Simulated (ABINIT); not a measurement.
# ZrS2 (P-3m1) in ABINIT: notebook

One crystal, ZrS2, is run at these levels: LDA, PBEsol; tasks: single point.

Program: ABINIT 10.8.3 (patched build). These are calculated values, not measurements. Logs are shortened: lines on timing, memory, paths and dates and some standing lists are left out, and cuts for length are marked. The log counts tension as positive stress, the text compression.

**Experimental background.**

“Stress-Tuned Optical Transitions in Layered 1T-MX2 (M= Hf, Zr, Sn; X= S, Se) Crystals”, 2022, arxiv:2210.12074 quotes, for a bulk crystal of ZrS2: band gap 1.68 eV (indirect).

The results are compared with them further down.

## (1) The structure

Symmetry: P-3m1, No. 164, trigonal system. Conventional cell: a = 3.691 Å, b = 3.691 Å, c = 6.041 Å, α = 90.00°, β = 90.00°, γ = 120.00°. Around Zr (site symmetry -3m) lie 6 S at 2.57 Å. Around S (site symmetry 3m) lie 3 Zr at 2.57 Å.

The cell is a database's computed one.

## (2) Single point, LDA

Contents of run.abi:

```
pp_dirpath "./"
pseudos "Zr.upf, S.upf"

acell 3*1.0 Angstrom
rprim
     3.6913825498     0.0000000000     0.0000000000
    -1.8456912749     3.1968310632     0.0000000000
     0.0000000000     0.0000000000     6.0410770100
ntypat 2
znucl 40 16
natom 3
typat 1 2 2
xred
     0.0000000000     0.0000000000     0.0000000000
     0.3333333333     0.6666666667     0.2379099700
     0.6666666667     0.3333333333     0.7620900300

ecut 29.0

kptopt 1
ngkpt 6 6 4
nshiftk 1
shiftk 0.0 0.0 0.0

ixc 7

nband 16
occopt 3
tsmear 0.05 eV

nstep 100
tolvrs 1.0e-10

iomode 3
prtwf 0
prteig 0
prtebands 0
enunit 1
prtvol 2
prtden 1
prtvha 1
prtvclmb 1
prtpot 1
prtelf 1
```

Potentials or basis: PseudoDojo NC SR LDA v0.4 stringent.

Run with:

```bash
> abinit run.abi > log 2>&1
```

run.abo:

```text
.Version 10.8.3 of ABINIT
 Symmetries : space group P-3 m 1 (#164); Bravais hP (primitive hexag.)
================================================================================
 Values of the parameters that define the memory need of the present run
     intxc =       0    ionmov =       0      iscf =       7    lmnmax =       6
     lnmax =       6     mgfft =      60  mpssoang =       3    mqgrid =    3001
     natom =       3  nloc_mem =       1    nspden =       1   nspinor =       1
    nsppol =       1      nsym =      12    n1xccc =    2501    ntypat =       2
    occopt =       3   xclevel =       1
       mpw =        3611          nfft =       77760          nkpt =          24
================================================================================
================================================================================

--------------------------------------------------------------------------------
------------- Echo of variables that govern the present computation ------------
--------------------------------------------------------------------------------
 -outvars: echo values of preprocessed input variables --------
            acell      1.8897261259E+00  1.8897261259E+00  1.8897261259E+00 Bohr
              amu      9.12240000E+01  3.20660000E+01
             ecut      2.90000000E+01 Hartree
           enunit           1
              ixc           7
         kptrlatt        6    0    0      0    6    0      0    0    4
          kptrlen      4.18542123E+01
            natom           3
            nband          16
            ngfft          36      36      60
             nkpt          24
            nstep         100
             nsym          12
           ntypat           2
           occopt           3
        prtebands           0
           prteig           0
           prtelf           1
           prtpot           1
         prtvclmb           1
           prtvha           1
           prtvol           2
            prtwf           0
            rprim      3.6913825498E+00  0.0000000000E+00  0.0000000000E+00
                      -1.8456912749E+00  3.1968310632E+00  0.0000000000E+00
                       0.0000000000E+00  0.0000000000E+00  6.0410770100E+00
          spgroup         164
           tolvrs      1.00000000E-10
           tsmear      1.83746611E-03 Hartree
            typat      1  2  2
           xangst      0.0000000000E+00  0.0000000000E+00  0.0000000000E+00
                      -3.8164015073E-16  2.1312207088E+00  1.4372324502E+00
                       1.8456912749E+00  1.0656103544E+00  4.6038445598E+00
            xcart      0.0000000000E+00  0.0000000000E+00  0.0000000000E+00
                      -7.2119536352E-16  4.0274234535E+00  2.7159757102E+00
                       3.4878510225E+00  2.0137117267E+00  8.7000053442E+00
             xred      0.0000000000E+00  0.0000000000E+00  0.0000000000E+00
                       3.3333333333E-01  6.6666666667E-01  2.3790997000E-01
                       6.6666666667E-01  3.3333333333E-01  7.6209003000E-01
            znucl       40.00000   16.00000

================================================================================

 chkinp: Checking input parameters for consistency.

================================================================================
== DATASET  1 ==================================================================

--- !DatasetInfo
iteration_state: {dtset: 1, }
dimensions: {natom: 3, nkpt: 24, mband: 16, nsppol: 1, nspinor: 1, nspden: 1, mpw: 3611, }
cutoff_energies: {ecut:  29.0, pawecutdg:  -1.0, }
[... 174 lines left out ...]
  1.25E-16 1.98E-16 3.00E-16 1.26E-16 6.20E-16 8.32E-16 9.43E-16 6.84E-16
  8.22E-16 9.37E-16 4.00E-16 6.78E-16 1.14E-14 7.57E-12 7.76E-11 2.32E-05
   0.1667  0.1667  0.5000    1  3.16863E-07 kpt; spin; max resid(k); each band:
  1.21E-16 1.52E-16 3.12E-16 9.88E-17 8.03E-16 7.98E-16 1.31E-15 6.34E-16
  7.10E-16 7.91E-16 5.89E-16 1.33E-15 6.63E-12 8.82E-13 7.95E-09 3.17E-07
   0.3333  0.1667  0.5000    1  2.93507E-06 kpt; spin; max resid(k); each band:
  1.25E-16 1.87E-16 2.26E-16 2.49E-16 6.66E-16 7.98E-16 9.48E-16 8.34E-16
  8.36E-16 8.02E-16 5.40E-16 1.02E-15 1.08E-13 1.42E-12 7.43E-11 2.94E-06
   0.3333  0.3333  0.5000    1  3.51312E-11 kpt; spin; max resid(k); each band:
  1.26E-16 1.66E-16 1.65E-16 3.50E-16 7.01E-16 7.03E-16 7.97E-16 7.20E-16
  4.60E-16 8.79E-16 1.03E-15 9.14E-16 2.04E-12 5.03E-14 3.51E-11 8.75E-13
 reduced coordinates (array xred) for    3 atoms
       0.000000000000      0.000000000000      0.000000000000
       0.333333333333      0.666666666667      0.237909970000
       0.666666666667      0.333333333333      0.762090030000
 rms dE/dt=  3.1334E-02; max dE/dt=  6.6470E-02; dE/dt below (all hartree)
    1       0.000000000000      0.000000000000      0.000000000000
    2       0.000000000000      0.000000000000      0.066470194594
    3      -0.000000000000     -0.000000000000     -0.066470194594

 cartesian coordinates (angstrom) at end:
    1      0.00000000000000     0.00000000000000     0.00000000000000
    2     -0.00000000000000     2.13122070880000     1.43723245021679
    3      1.84569127490000     1.06561035440000     4.60384455978321

 cartesian forces (hartree/bohr) at end:
    1     -0.00000000000000    -0.00000000000000    -0.00000000000000
    2     -0.00000000000000    -0.00000000000000    -0.00582255649136
    3      0.00000000000000     0.00000000000000     0.00582255649136
 frms,max,avg= 2.7447795E-03 5.8225565E-03   0.000E+00  0.000E+00  0.000E+00 h/b

 cartesian forces (eV/Angstrom) at end:
    1     -0.00000000000000    -0.00000000000000    -0.00000000000000
    2     -0.00000000000000    -0.00000000000000    -0.29940789298659
    3      0.00000000000000     0.00000000000000     0.29940789298659
 frms,max,avg= 1.4114223E-01 2.9940789E-01   0.000E+00  0.000E+00  0.000E+00 e/A
 length scales=  1.889726125908  1.889726125908  1.889726125908 bohr
              =  1.000000000000  1.000000000000  1.000000000000 angstroms
 Fermi (or HOMO) energy (eV) =   4.67666   Average Vxc (eV)=  -9.84214
 Eigenvalues (   eV  ) for nkpt=  24  k points:
 kpt#   1, nband= 16, wtk=  0.00694, kpt=  0.0000  0.0000  0.0000 (reduced coord)
 -44.64214  -22.75206  -22.60930  -22.60930   -8.32730   -6.90252   -0.05481    1.43893
   1.43893    4.14935    4.14935    4.17884    5.70081    5.70081    6.52641    9.19002
 kpt#   2, nband= 16, wtk=  0.04167, kpt=  0.1667  0.0000  0.0000 (reduced coord)
 -44.63770  -22.73854  -22.67312  -22.62295   -8.05619   -6.96872    0.31007    1.21249
   1.60030    2.69984    3.54448    4.18224    5.75913    6.41920    6.83023    8.73236
 kpt#   3, nband= 16, wtk=  0.04167, kpt=  0.3333  0.0000  0.0000 (reduced coord)
 -44.62880  -22.79911  -22.71044  -22.65032   -7.50131   -7.04967    0.55688    1.28559
   1.42650    1.78723    3.07513    3.30359    5.45571    7.10870    7.43968    9.48240
 kpt#   4, nband= 16, wtk=  0.02083, kpt=  0.5000  0.0000  0.0000 (reduced coord)
 -44.62434  -22.86016  -22.69668  -22.66392   -7.35046   -6.91405   -0.11006    1.63956
   1.76688    1.83288    2.53758    3.05543    5.30859    7.36181    7.61873   10.02651
 kpt#   5, nband= 16, wtk=  0.04167, kpt=  0.1667  0.1667  0.0000 (reduced coord)
 -44.63103  -22.75535  -22.71847  -22.65567   -7.62126   -7.05912    0.93767    1.09956
   1.31161    2.00553    2.61168    3.75397    6.03877    6.60463    7.44615    8.58486
 kpt#   6, nband= 16, wtk=  0.08333, kpt=  0.3333  0.1667  0.0000 (reduced coord)
 -44.62434  -22.82737  -22.70081  -22.69404   -7.24663   -7.02505    0.33512    1.12010
[... 40 lines left out ...]
 kpt#  20, nband= 16, wtk=  0.04167, kpt=  0.3333  0.0000  0.5000 (reduced coord)
 -44.62879  -22.79903  -22.71058  -22.65031   -7.44026   -7.11194    0.33905    0.93464
   1.71967    2.16066    3.17755    3.43768    5.33375    7.16416    7.47380    9.18309
 kpt#  21, nband= 16, wtk=  0.02083, kpt=  0.5000  0.0000  0.5000 (reduced coord)
 -44.62433  -22.86009  -22.69685  -22.66389   -7.41558   -6.82879   -0.21300    1.12099
   1.65237    1.99365    3.25539    3.43476    5.13057    7.35448    7.61865    9.47838
 kpt#  22, nband= 16, wtk=  0.04167, kpt=  0.1667  0.1667  0.5000 (reduced coord)
 -44.63102  -22.75517  -22.71864  -22.65559   -7.46260   -7.23531    0.61474    1.02637
   1.73379    2.34892    2.56105    3.57015    6.20429    6.31195    7.60724    8.82575
 kpt#  23, nband= 16, wtk=  0.08333, kpt=  0.3333  0.1667  0.5000 (reduced coord)
 -44.62434  -22.82729  -22.70086  -22.69410   -7.28762   -6.97703    0.23603    0.85391
   1.77095    2.23256    2.42290    3.17520    5.85771    7.01380    7.48027    9.06351
 kpt#  24, nband= 16, wtk=  0.01389, kpt=  0.3333  0.3333  0.5000 (reduced coord)
 -44.62211  -22.78169  -22.78169  -22.69080   -7.06372   -7.06372    0.78382    0.78382
   1.13768    2.33968    2.47279    2.47279    6.39947    7.04992    7.04992    9.68553
 Total charge density [el/Bohr^3]
)     Maximum=    6.3259E-01  at reduced coord.    0.9444    0.8889    0.9500
)Next maximum=    6.3259E-01  at reduced coord.    0.9444    0.0556    0.9500
)     Minimum=    1.2676E-03  at reduced coord.    0.0000    0.0000    0.5000
)Next minimum=    1.2713E-03  at reduced coord.    0.3333    0.6667    0.2333
   Integrated=    2.4000E+01

--- !EnergyTerms
iteration_state     : {dtset: 1, }
comment             : Components of total free energy in Hartree
kinetic             :  2.19437764290428E+01
hartree             :  1.77059674980453E+01
xc                  : -1.62858082469869E+01
Ewald energy        : -4.66085508304318E+01
psp_core            :  1.80433494044563E+00
local_psp           : -5.98845944590661E+01
non_local_psp       :  8.35368116143401E+00
internal            : -7.29711935075170E+01
'-kT*entropy'       : -2.52048517112895E-07
total_energy        : -7.29711937595655E+01
total_energy_eV     : -1.98564733822186E+03
band_energy         : -8.51168673526326E+00
...

 Cartesian components of stress tensor (hartree/bohr^3)
  sigma(1 1)=  1.74664416E-04  sigma(3 2)=  0.00000000E+00
  sigma(2 2)=  1.74664416E-04  sigma(3 1)=  0.00000000E+00
  sigma(3 3)=  1.20546507E-04  sigma(2 1)=  0.00000000E+00

-Cartesian components of stress tensor (GPa)         [Pressure= -4.6081E+00 GPa]
- sigma(1 1)=  5.13880452E+00  sigma(3 2)=  0.00000000E+00
- sigma(2 2)=  5.13880452E+00  sigma(3 1)=  0.00000000E+00
- sigma(3 3)=  3.54660068E+00  sigma(2 1)=  0.00000000E+00

== END DATASET(S) ==============================================================
================================================================================

 -outvars: echo values of variables after computation  --------
            acell      1.8897261259E+00  1.8897261259E+00  1.8897261259E+00 Bohr
           etotal     -7.2971193760E+01
            fcart     -1.2866782467E-29 -7.4286403212E-30 -0.0000000000E+00
                      -1.2866782467E-29 -9.6572324176E-29 -5.8225564914E-03
                       2.5733564935E-29  1.0400096450E-28  5.8225564914E-03
            rprim      3.6913825498E+00  0.0000000000E+00  0.0000000000E+00
                      -1.8456912749E+00  3.1968310632E+00  0.0000000000E+00
                       0.0000000000E+00  0.0000000000E+00  6.0410770100E+00
           strten      1.7466441551E-04  1.7466441554E-04  1.2054650677E-04
                       0.0000000000E+00  0.0000000000E+00  0.0000000000E+00
           xangst      0.0000000000E+00  0.0000000000E+00  0.0000000000E+00
                      -3.8164015073E-16  2.1312207088E+00  1.4372324502E+00
                       1.8456912749E+00  1.0656103544E+00  4.6038445598E+00
             xred      0.0000000000E+00  0.0000000000E+00  0.0000000000E+00
                       3.3333333333E-01  6.6666666667E-01  2.3790997000E-01
                       6.6666666667E-01  3.3333333333E-01  7.6209003000E-01
 Calculation completed.
```

It took 52 s on 1 thread of Intel Xeon at 2.70GHz, shared host; peak memory 0.09 GiB.

Results:

```yaml
Free_energy: -1985.6473 eV
Pressure: -4.6 GPa
Largest_force: 0.299 eV/Å
Band_gap_on_the_k_mesh: 0.95 eV, indirect (least direct gap 1.52 eV)
Valence_electrons_inside_the_program's_atomic_spheres: Zr 8.29; S 3.91
```

Forces in eV/Å, atoms in the order of the input:
```
Zr   0.000  0.000  0.000
S    0.000  0.000 -0.299
S    0.000  0.000  0.299
```

Caveat: the cutoff is short for stress, so the pressure is rough. A k mesh can miss the band edges.

## (3) Single point, PBEsol

Contents of run.abi:

```
# Pseudopotentials
pp_dirpath "./"
pseudos "Zr.upf, S.upf"

# Structure
acell 3*1.0
rprim
     6.9757020403     0.0000000000     0.0000000000
    -3.4878510202     6.0411351761     0.0000000000
     0.0000000000     0.0000000000    11.4159810467
ntypat 2
znucl 40 16
natom 3
typat 1 2 2
xred
     0.0000000000     0.0000000000     0.0000000000
     0.3333333333     0.6666666667     0.2379099700
     0.6666666667     0.3333333333     0.7620900300

# Plane-wave basis
ecut 789.130201 eV

# k points
kptopt 1
ngkpt 6 6 4
nshiftk 1
shiftk 0.0 0.0 0.0

# Exchange and correlation
ixc -116133

# Bands and occupations
nband 16
occopt 3
tsmear 0.00183747

# SCF cycle
nstep 100
tolvrs 1.0e-10

# Output
iomode 3
prtwf 0
prteig 0
prtebands 0
enunit 2
prtden 1
prtvha 1
prtvclmb 1
prtpot 1
prtelf 1
```

Potentials or basis: PseudoDojo NC SR PBEsol v0.4.1 standard.

Run with:

```bash
> abinit run.abi > log 2>&1
```

Run time: 41 s. Hardware: 1 thread of Intel Xeon Platinum 8488C (Sapphire Rapids), shared host; peak memory 0.09 GiB.

Results (log left out):

- Free energy: -1981.0647 eV
- Pressure: -2.6 GPa
- Largest force: 0.151 eV/Å
- Band gap on the k mesh: 1.00 eV, indirect (least direct gap 1.57 eV)
- Valence electrons inside the program's atomic spheres: Zr 8.29; S 3.91

Forces on the atoms (eV/Å):
```
Zr   0.000  0.000  0.000
S    0.000  0.000 -0.151
S    0.000  0.000  0.151
```

Stress tensor (GPa, compression positive):
```
-3.13  0.00  0.00
 0.00 -3.13  0.00
 0.00  0.00 -1.49
```

Levels at points of the mesh, in eV from the valence-band top:
```csv
k point,band 10,band 11,band 12,band 13,band 14,band 15
"(0.00, 0.00, 0.00)",-0.03,-0.03,0.00,1.57,1.57,2.41
"(0.50, 0.00, 0.00)",-2.34,-1.63,-1.13,1.17,3.24,3.50
"(0.00, 0.00, 0.50)",-1.57,-0.13,-0.13,1.54,1.54,2.73
"(0.50, 0.00, 0.50)",-2.18,-0.93,-0.76,1.00,3.23,3.50
```

Caveat: this functional lacks dispersion, which binds the layers, so the pressure and a relaxed spacing across them are unreliable.

## (4) How close it comes

Step 3. Measured gap of ZrS2: 1.68 eV (indirect; quoted in “Stress-Tuned Optical Transitions in Layered 1T-MX2 (M= Hf, Zr, Sn; X= S, Se) Crystals”, 2022, arxiv:2210.12074). This calculation gives 1.00 eV (-0.68 eV). Spin-orbit coupling on Zr is left out. The value is that of PBEsol on a finite k mesh, which can miss the band edges, without temperature or zero-point motion. Semilocal functionals fall short of measured gaps as a rule. The cell is a database's relaxed one, not the measured one, which moves gaps too.
